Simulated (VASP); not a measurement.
Wanted: the native input for a VASP 6.6.1 run.

```
Task                   : single point
Functional             : PBE
Potentials or basis    : VASP PAW PBE potentials, release 64 (Be, C)
Cutoff                 : 520 eV
k mesh                 : 10 × 10 × 4
Occupations            : fermi-dirac, width 0.05 eV
Spin                   : no spin polarisation
Further INCAR settings : ALGO = Normal; EDIFF = 1e-07; NBANDS = 13
```

The structure of Be3C lies in POSCAR:

```
Be3C
1.0
    2.5646348900      0.0000000000      0.0000000000
    0.0000000000      2.5646348900      0.0000000000
    0.0000000000      0.0000000000      6.6864038900
Be C
3 1
Direct
    0.5000000000      0.5000000000      0.7642198200
    0.0000000000      0.0000000000      0.5000000000
    0.5000000000      0.5000000000      0.2357801800
    0.0000000000      0.0000000000      0.0000000000
```

The cell was built by a generator and needn't be a form met in nature.

The input as run:

INCAR

```
PREC = Accurate
ENCUT = 520
EDIFF = 1E-7
ISMEAR = -1
SIGMA = 0.05
LREAL = F
LASPH = T
NELM = 60
ALGO = Normal
ISIF = 2
LWAVE = F
LCHARG = T
GGA = PE
LELF = T
LVHAR = T
NBANDS = 13
```

KPOINTS

```
regular mesh
0
Gamma
  10 10 4
```

Potentials or basis: VASP PAW PBE potentials, release 64 (Be, C).

Command:

```console
$ cat potpaw_PBE.64/Be/POTCAR potpaw_PBE.64/C/POTCAR > POTCAR
$ mpirun -np 1 vasp_std > vasp.out
```

It gave:

The pressure is -27.2 GPa and the largest force is 0.997 eV/Å. The band gap on the k mesh is none (metal or under the smearing width).

Caveat: so large a pressure means that the cell lies far from this level's equilibrium, or that cutoff or potentials fall short.

Wall time 16 s on 1 thread of AMD EPYC 9R45 (Zen 5) (shared host), peak memory 0.13 GiB.
